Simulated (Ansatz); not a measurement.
## Spin–orbit splittings in Os

```yaml
crystal:
  lattice:
    - [2.73410, 0.00000, 0.00000]
    - [-1.36705, 2.36780, 0.00000]
    - [0.00000, 0.00000, 4.31970]
  atoms:
    - { symbol: Os, position: [0.33333, 0.66667, 0.25000] }
    - { symbol: Os, position: [0.66667, 0.33333, 0.75000] }
```

Atoms are numbered in the order listed.

The cell comes from COD entry 9017843, which wasn't checked; take it as a given geometry.

Levels of theory: DFT, PBE, all-electron LAPW, scalar-relativistic (Ansatz 0.2.0); DFT, PBE, all-electron LAPW, Dirac equation with spin-orbit coupling (Ansatz 0.2.0).

Numerical set-up: a Γ-centred 15×15×9 k mesh, Fermi–Dirac smearing of 0.05 eV, basis error target 0.5 meV/atom, no spin polarisation.

Levels between -4 and 3 eV, each run counted from its own valence-band top where it has a gap, else its Fermi level. Scalar levels are listed once for both spins; with the coupling every spinor state is counted. Levels near the edges of the range can cross them.

(1) At Γ (0.000, 0.000, 0.000) the scalar-relativistic levels are -3.05 (×2), -2.79, -2.21 (×2), -1.55 (×2), 0.02, 1.71 (×2). What are they with spin–orbit coupling?

(2) At K (0.333, 0.333, 0.000) the scalar-relativistic levels are -3.43 (×2), -1.33, 1.50 (×2), 2.09. What are they with spin–orbit coupling?

Answers

(1) -3.56 (×2), -3.10 (×2), -2.84 (×2), -2.73 (×2), -1.87 (×2), -1.62 (×2), -1.26 (×2), -0.20 (×2), 1.35 (×2), 1.96 (×2).

(2) -3.75 (×2), -3.47 (×2), -1.36 (×2), 1.22 (×2), 1.69 (×2), 2.04 (×2).
